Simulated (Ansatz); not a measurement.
Ni2H:

```
Ni H
1.0
     2.64300    0.00000    0.00000
    -1.32150    2.28891    0.00000
     0.00000    0.00000    4.30800
Ni H
2 1
Direct
  0.66667 0.33333 0.76700
  0.33333 0.66667 0.23300
  0.00000 0.00000 0.00000
```

Base run:

| Item | Value |
| --- | --- |
| Program | Ansatz 0.2.0 |
| Functional | LDA |
| Potentials or basis | Ansatz PAW |
| Cutoff | 420 eV (not typed: the program's choice for these potentials) |
| k mesh | 11 × 11 × 6 |
| Occupations | fermi-dirac, width 0.05 eV |
| Spin | collinear spin, ferromagnetic start |
| Starting moments | [1.0, 1.0, 0.0] μB |
| Hubbard terms | Ni d U = 6 eV |

Its results: band gap on the k mesh none (metal or under the smearing width); pressure -1.9 GPa; net moment 1.71 μB per cell; site moments Ni +0.81; H -0.01 μB; largest force 1.136 eV/Å.

Question: The run is repeated on the same cell with these changes: hubbard terms from Ni d U = 6 eV to none; hubbard projectors from ortho-atomic (the default) to none. What comes out?

Answer: Band gap on the k mesh none (metal or under the smearing width); pressure -23.1 GPa; net moment 0.18 μB per cell; site moments Ni +0.09; H -0.00 μB; largest force 0.922 eV/Å.

Caveats: the PAW data sets come from PBE, with cores solved anew for the run's functional, which leaves a small shift of forces and pressure; the magnetic or orbital state may not be the lowest (some runs); the U is typed as a test and isn't derived for this compound (some runs); forces of over 1 eV/Å show positions far from the minimum, so gaps and moduli don't describe the material at rest (some runs); the starting moments weren't kept (some runs).
